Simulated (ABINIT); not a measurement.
# Sb (Fm-3m) in ABINIT: notebook

Aim: see how the results for Sb move with the level of theory and the settings. Levels: AM05, r2SCAN, SCAN. Tasks: equation of state.

Everything below comes from runs of ABINIT 10.8.3 (patched build). Logs are shortened: lines on timing, memory, paths and dates and some standing lists are left out, and cuts for length are marked. The log counts tension as positive stress, the text compression.

## 1. Starting point

The structure is cubic, space group Fm-3m (No. 225). The conventional cell has a = 4.742 Å, b = 4.742 Å, c = 4.742 Å, α = 90.00°, β = 90.00°, γ = 90.00°. Around Sb (site symmetry m-3m) lie 12 Sb at 3.35 Å.

This isn't the form of Sb at room conditions, which is rhombohedral.

## 2. Equation of state, AM05

run.abi

```
ndtset 7
getwfk -1
scalecart1 3*0.9795861087
scalecart2 3*0.9864848297
scalecart3 3*0.9932883884
scalecart4 3*1.0000000000
scalecart5 3*1.0066227096
scalecart6 3*1.0131594038
scalecart7 3*1.0196128224

pp_dirpath "./"
pseudos "Sb.GGA_PBE-JTH.xml"

acell 3.3534433337 3.3534433337 3.3534433337 Angstrom
rprim
     0.0000000000     0.7071067812     0.7071067812
     0.7071067812     0.0000000000     0.7071067812
     0.7071067812     0.7071067812     0.0000000000
ntypat 1
znucl 51
natom 1
typat 1
xred
     0.0000000000     0.0000000000     0.0000000000

ecut 19.0
pawecutdg 38.0
pawxcdev 0

kptopt 1
ngkpt 10 10 10
nshiftk 1
shiftk 0.0 0.0 0.0

ixc -120135

nband 12
occopt 3
tsmear 0.05 eV

nstep 100
tolvrs 1.0e-9

iomode 3
prtwf 1
prtden 0
prteig 0
prtebands 0
enunit 1
```

Potentials or basis: JTH PAW PBE v2.0.

The run is started by

```
$ abinit run.abi > log 2>&1
```

run.abo:

```text
.Version 10.8.3 of ABINIT
 DATASET    1 : space group Fm -3 m (#225); Bravais cF (face-center cubic)
================================================================================
 Values of the parameters that define the memory need for DATASET  1.
     intxc =       0    ionmov =       0      iscf =      17    lmnmax =      18
     lnmax =       6     mgfft =      27  mpssoang =       3    mqgrid =    3001
     natom =       1  nloc_mem =       2    nspden =       1   nspinor =       1
    nsppol =       1      nsym =      48    n1xccc =       1    ntypat =       1
    occopt =       3   xclevel =       2
       mpw =         682          nfft =       19683          nkpt =          47
 PAW method is used; the additional fine FFT grid is defined by:
   mgfftf=        36    nfftf =     46656
================================================================================
================================================================================
[... 71 lines left out ...]
 DATASET    7 : space group Fm -3 m (#225); Bravais cF (face-center cubic)
================================================================================
 Values of the parameters that define the memory need for DATASET  7.
     intxc =       0    ionmov =       0      iscf =      17    lmnmax =      18
     lnmax =       6     mgfft =      27  mpssoang =       3    mqgrid =    3001
     natom =       1  nloc_mem =       2    nspden =       1   nspinor =       1
    nsppol =       1      nsym =      48    n1xccc =       1    ntypat =       1
    occopt =       3   xclevel =       2
       mpw =         769          nfft =       19683          nkpt =          47
 PAW method is used; the additional fine FFT grid is defined by:
   mgfftf=        36    nfftf =     46656
================================================================================
================================================================================

--------------------------------------------------------------------------------
------------- Echo of variables that govern the present computation ------------
--------------------------------------------------------------------------------
 -outvars: echo values of preprocessed input variables --------
            acell      6.3370894794E+00  6.3370894794E+00  6.3370894794E+00 Bohr
              amu      1.21753000E+02
             ecut      1.90000000E+01 Hartree
           enunit           1
           getwfk          -1
              ixc     -120135
           jdtset        1    2    3    4    5    6    7
         kptrlatt       10    0    0      0   10    0      0    0   10
          kptrlen1     6.20772482E+01
          kptrlen2     6.25144264E+01
          kptrlen3     6.29455740E+01
          kptrlen4     6.33708948E+01
          kptrlen5     6.37905818E+01
          kptrlen6     6.42048180E+01
          kptrlen7     6.46137769E+01
            natom           1
            nband          12
           ndtset           7
            ngfft          27      27      27
          ngfftdg          36      36      36
             nkpt          47
            nstep         100
             nsym          48
           ntypat           1
           occopt           3
        pawecutdg      3.80000000E+01 Hartree
         pawxcdev           0
           prtden           0
        prtebands           0
           prteig           0
            rprim1     0.0000000000E+00  6.9267198023E-01  6.9267198023E-01
                       6.9267198023E-01  0.0000000000E+00  6.9267198023E-01
                       6.9267198023E-01  6.9267198023E-01  0.0000000000E+00
            rprim2     0.0000000000E+00  6.9755011263E-01  6.9755011263E-01
                       6.9755011263E-01  0.0000000000E+00  6.9755011263E-01
                       6.9755011263E-01  6.9755011263E-01  0.0000000000E+00
            rprim3     0.0000000000E+00  7.0236095512E-01  7.0236095512E-01
                       7.0236095512E-01  0.0000000000E+00  7.0236095512E-01
                       7.0236095512E-01  7.0236095512E-01  0.0000000000E+00
            rprim4     0.0000000000E+00  7.0710678120E-01  7.0710678120E-01
                       7.0710678120E-01  0.0000000000E+00  7.0710678120E-01
                       7.0710678120E-01  7.0710678120E-01  0.0000000000E+00
            rprim5     0.0000000000E+00  7.1178974407E-01  7.1178974407E-01
                       7.1178974407E-01  0.0000000000E+00  7.1178974407E-01
                       7.1178974407E-01  7.1178974407E-01  0.0000000000E+00
            rprim6     0.0000000000E+00  7.1641188486E-01  7.1641188486E-01
                       7.1641188486E-01  0.0000000000E+00  7.1641188486E-01
                       7.1641188486E-01  7.1641188486E-01  0.0000000000E+00
            rprim7     0.0000000000E+00  7.2097514092E-01  7.2097514092E-01
                       7.2097514092E-01  0.0000000000E+00  7.2097514092E-01
                       7.2097514092E-01  7.2097514092E-01  0.0000000000E+00
          spgroup         225
           tolvrs      1.00000000E-09
           tsmear      1.83746611E-03 Hartree
            typat      1
           useylm           1
            znucl       51.00000

================================================================================

 chkinp: Checking input parameters for consistency, jdtset=   1.

 chkinp: Checking input parameters for consistency, jdtset=   2.

 chkinp: Checking input parameters for consistency, jdtset=   3.

 chkinp: Checking input parameters for consistency, jdtset=   4.
[... 27 lines left out ...]
 getcut: wavevector=  0.0000  0.0000  0.0000  ngfft=  27  27  27
         ecut(hartree)=     19.000   => boxcut(ratio)=   2.13767

 Fine grid specifications (used for densities):

 getcut: wavevector=  0.0000  0.0000  0.0000  ngfft=  36  36  36
         ecut(hartree)=     38.000   => boxcut(ratio)=   2.08984

--- Pseudopotential description ------------------------------------------------
- pspini: atom type   1  psp file is ./Sb.GGA_PBE-JTH.xml
 Pseudopotential format is: paw10
 basis_size (lnmax)=  6 (lmn_size= 18), orbitals=   0   0   1   1   2   2
 Spheres core radius: rc_sph= 2.40089151
 Shapefunction is BESSEL type: shapef(r,l)=aa(1,l)*jl(q(1,l)*r)+aa(2,l)*jl(q(2,l)*r)
 Radius for shape functions =  2.00542650
 Compensation charge density is not taken into account in XC energy/potential

   3.83764456E+02                                ecore*ucvol(ha*bohr**3)
--------------------------------------------------------------------------------

================================================================================

--- !BeginCycle
iteration_state: {dtset: 1, }
solver: {iscf: 17, nstep: 100, nline: 4, wfoptalg: 10, }
tolerances: {tolvrs: 1.00E-09, }
...

     iter   Etot(hartree)      deltaE(h)  residm     nres2
 ETOT  1  -82.035899770603    -8.204E+01 6.527E+00 5.012E-01
 ETOT  2  -82.599138835867    -5.632E-01 4.440E-02 1.374E-01
 ETOT  3  -82.599085404891     5.343E-05 2.461E-02 2.649E-02
 ETOT  4  -82.599085174816     2.301E-07 1.928E-03 2.137E-03
 ETOT  5  -82.599086816818    -1.642E-06 1.251E-03 3.443E-05
 ETOT  6  -82.599087105985    -2.892E-07 3.854E-04 3.735E-07
 ETOT  7  -82.599087105952     3.320E-11 7.936E-04 2.865E-08
 ETOT  8  -82.599087106029    -7.742E-11 2.194E-04 1.270E-09
 ETOT  9  -82.599087106029    -7.105E-14 4.985E-04 1.640E-11
[... 1115 lines left out ...]
 Cartesian components of stress tensor (hartree/bohr^3)
  sigma(1 1)=  1.64537021E-04  sigma(3 2)=  0.00000000E+00
  sigma(2 2)=  1.64537021E-04  sigma(3 1)=  0.00000000E+00
  sigma(3 3)=  1.64537021E-04  sigma(2 1)=  0.00000000E+00

-Cartesian components of stress tensor (GPa)         [Pressure= -4.8408E+00 GPa]
- sigma(1 1)=  4.84084630E+00  sigma(3 2)=  0.00000000E+00
- sigma(2 2)=  4.84084630E+00  sigma(3 1)=  0.00000000E+00
- sigma(3 3)=  4.84084630E+00  sigma(2 1)=  0.00000000E+00

== END DATASET(S) ==============================================================
================================================================================

 -outvars: echo values of variables after computation  --------
            acell      6.3370894794E+00  6.3370894794E+00  6.3370894794E+00 Bohr
           etotal1    -8.2599087106E+01
           etotal2    -8.2599290501E+01
           etotal3    -8.2599322309E+01
           etotal4    -8.2599201146E+01
           etotal5    -8.2598945970E+01
           etotal6    -8.2598558710E+01
           etotal7    -8.2598057359E+01
            fcart1    -0.0000000000E+00 -0.0000000000E+00 -0.0000000000E+00
            fcart2    -0.0000000000E+00 -0.0000000000E+00 -0.0000000000E+00
            fcart3    -0.0000000000E+00 -0.0000000000E+00 -0.0000000000E+00
            fcart4    -0.0000000000E+00 -0.0000000000E+00 -0.0000000000E+00
            fcart5    -0.0000000000E+00 -0.0000000000E+00 -0.0000000000E+00
            fcart6    -0.0000000000E+00 -0.0000000000E+00 -0.0000000000E+00
            fcart7    -0.0000000000E+00 -0.0000000000E+00 -0.0000000000E+00
            rprim1     0.0000000000E+00  6.9267198023E-01  6.9267198023E-01
                       6.9267198023E-01  0.0000000000E+00  6.9267198023E-01
                       6.9267198023E-01  6.9267198023E-01  0.0000000000E+00
            rprim2     0.0000000000E+00  6.9755011263E-01  6.9755011263E-01
                       6.9755011263E-01  0.0000000000E+00  6.9755011263E-01
                       6.9755011263E-01  6.9755011263E-01  0.0000000000E+00
            rprim3     0.0000000000E+00  7.0236095512E-01  7.0236095512E-01
                       7.0236095512E-01  0.0000000000E+00  7.0236095512E-01
[... 9 lines left out ...]
                       7.1641188486E-01  7.1641188486E-01  0.0000000000E+00
            rprim7     0.0000000000E+00  7.2097514092E-01  7.2097514092E-01
                       7.2097514092E-01  0.0000000000E+00  7.2097514092E-01
                       7.2097514092E-01  7.2097514092E-01  0.0000000000E+00
           strten1    -7.2193899050E-05 -7.2193899050E-05 -7.2193899050E-05
                       0.0000000000E+00  0.0000000000E+00  0.0000000000E+00
           strten2    -2.1596701045E-05 -2.1596701045E-05 -2.1596701045E-05
                       0.0000000000E+00  0.0000000000E+00  0.0000000000E+00
           strten3     2.2750113341E-05  2.2750113341E-05  2.2750113341E-05
                       0.0000000000E+00  0.0000000000E+00  0.0000000000E+00
           strten4     6.2586452412E-05  6.2586452412E-05  6.2586452412E-05
                       0.0000000000E+00  0.0000000000E+00  0.0000000000E+00
           strten5     9.9247936327E-05  9.9247936327E-05  9.9247936327E-05
                       0.0000000000E+00  0.0000000000E+00  0.0000000000E+00
           strten6     1.3338171569E-04  1.3338171569E-04  1.3338171569E-04
                       0.0000000000E+00  0.0000000000E+00  0.0000000000E+00
           strten7     1.6453702129E-04  1.6453702129E-04  1.6453702129E-04
                       0.0000000000E+00  0.0000000000E+00  0.0000000000E+00
 Calculation completed.
```

Run time: 71 s. Hardware: 1 thread of Arm Neoverse V2, shared host; peak memory 0.13 GiB.

What came out:

| Item | Value |
| --- | --- |
| Equilibrium volume | 25.98 Å³/atom |
| Bulk modulus | 63 GPa |
| Pressure derivative of the bulk modulus | 3.6 (rough: it moves with the points fitted) |

Energy against volume, from the lowest point:
| volume (Å³/atom) | energy (meV/atom) |
| --- | --- |
| 25.066 | 6.40 |
| 25.599 | 0.87 |
| 26.133 | 0.00 |
| 26.666 | 3.30 |
| 27.199 | 10.24 |
| 27.733 | 20.78 |
| 28.266 | 34.42 |

Caveat: pressures at fixed basis lie under the slope of the energies; the PAW data sets were made with another functional, which shifts forces and pressure a little.

## 3. Equation of state, r2SCAN

run.abi, as its differences from that of step 2:

```diff
@@ -27,3 +27,2 @@
 pawecutdg 38.0
-pawxcdev 0
 
@@ -34,3 +33,5 @@
 
-ixc -120135
+ixc -497498
+usekden 1
+pawxcdev 0
 
@@ -41,3 +42,3 @@
 nstep 100
-tolvrs 1.0e-9
+tolvrs 1.0e-7
```

Potentials or basis: JTH PAW PBE v2.0.

The run is started by

```
$ abinit run.abi > log 2>&1
```

It took 3.3 min on 1 thread of Arm Neoverse V2, shared host; peak memory 0.15 GiB.

It converged, with:

```yaml
Equilibrium_volume: 27.24 Å³/atom
Bulk_modulus: 57 GPa
Pressure_derivative_of_the_bulk_modulus: "4.6 (rough: it moves with the points fitted)"
```

Energy against volume, from the lowest point:
```tsv
volume (Å³/atom)	energy (meV/atom)
25.066	36.05
25.599	19.69
26.133	8.67
26.666	2.33
27.199	0.00
27.733	1.54
28.266	6.48
```

Caveat: pressures at fixed basis lie under the slope of the energies; the PAW data sets were made with another functional, which shifts forces and pressure a little.

## 4. Equation of state, SCAN

run.abi, as its differences from that of step 3:

```diff
@@ -33,3 +33,3 @@
 
-ixc -497498
+ixc -263267
 usekden 1
```

The run is started by

```
$ abinit run.abi > log 2>&1
```

Run time: 3.6 min. Hardware: 1 thread of Arm Neoverse V2, shared host; peak memory 0.15 GiB.

Results (log left out):

```
Equilibrium volume                      : 26.48 Å³/atom
Bulk modulus                            : 64 GPa
Pressure derivative of the bulk modulus : 3.5 (rough: it moves with the points fitted)
```

Energy against volume, from the lowest point:
```tsv
volume (Å³/atom)	energy (meV/atom)
25.066	16.07
25.599	5.81
26.133	0.65
26.666	0.00
27.199	3.32
27.733	10.56
28.266	21.22
```

Caveat: pressures at fixed basis lie under the slope of the energies; the PAW data sets were made with another functional, which shifts forces and pressure a little. Spin-orbit coupling is left out, which matters for the levels of Sb.

## 5. The runs side by side

```tsv
level	V0 of scaled cells (Å³/atom)	B0 (GPa)
AM05	25.98	63
r2SCAN	27.24	57
SCAN	26.48	64
```

Alike in all rows: task equation of state; potentials or basis JTH PAW PBE v2.0; no spin polarisation; cell as given; k mesh 10 × 10 × 10; cutoff (eV) 517; smearing fermi-dirac 0.05 eV.

Caveats: pressures at fixed basis lie under the slope of the energies; the PAW data sets were made with another functional, which shifts forces and pressure a little.

Total energies depend on the potentials used, so only differences within one code and one set of settings carry meaning.
